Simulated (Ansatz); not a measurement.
# MoS: the cost of one run

Computed with Ansatz 0.2.0 (DFT PBE, scalar-relativistic, plane waves, PAW, unless a step's input says otherwise).

1 further run of the same task is left out (it didn't finish). Runs told in other sessions of the task aren't counted.

**1. Starting point**

It takes space group P-6m2 (No. 187, hexagonal). Conventional cell: a = 3.456 Å, b = 3.456 Å, c = 3.372 Å, α = 90.00°, β = 90.00°, γ = 120.00°. Mo (site symmetry -6m2) is surrounded by 6 S at 2.61 Å. Around S (site symmetry -6m2) lie 6 Mo at 2.61 Å.

Coordinates:

```cif
data_structure
_symmetry_space_group_name_H-M 'P 1'
_symmetry_Int_Tables_number 1
_cell_length_a 3.4557
_cell_length_b 3.4557
_cell_length_c 3.3715
_cell_angle_alpha 90.000
_cell_angle_beta 90.000
_cell_angle_gamma 120.000
_cell_volume 34.87
loop_
_atom_site_label
_atom_site_type_symbol
_atom_site_fract_x
_atom_site_fract_y
_atom_site_fract_z
_atom_site_occupancy
Mo1 Mo 0.66667 0.33333 0.50000 1
S1 S 0.33333 0.66667 0.00000 1
```

Recipe of the guess: species swapped into a database cell of NbN (P-6m2, No. 187), with Mo on the Nb sites and S on the N sites. Lengths come from tabulated atomic sizes and are only a guess.

**2. The guess as it stands, on a coarse mesh**

input.yaml reads:

```yaml
crystal:
  lattice:
    - [3.45565349, 0.0, 0.0]
    - [-1.72782674, 2.99268371, 0.0]
    - [0.0, 0.0, 3.37150427]
  atoms:
    - { symbol: Mo, position: [0.66666667, 0.33333333, 0.5], spin: 1.0 }
    - { symbol: S, position: [0.33333333, 0.66666667, 0.0] }
basis:
  ecutwfc: 420
kpoints:
  mp_grid: { grid: [6, 6, 6] }
hamiltonian:
  xc: pbe
scf:
  occupations: { method: gaussian, width: 0.1 }
  lower_state_search: "off"
output:
  forces: true
  stress: true
  eigenvalues: true
  populations: true
magnetization:
  spin_polarized: true
```

On the command line:

```console
ansatz run input.yaml --threads 1 --pin off --max-ram 2560MiB --backend cpu --events-out ev --progress --plain --runs-dir out
```

What time and memory should one allow on 1 thread of Intel Xeon at 2.50GHz (Skylake/Cascade Lake), shared host?

About 12 s, with a peak of 0.32 GiB.
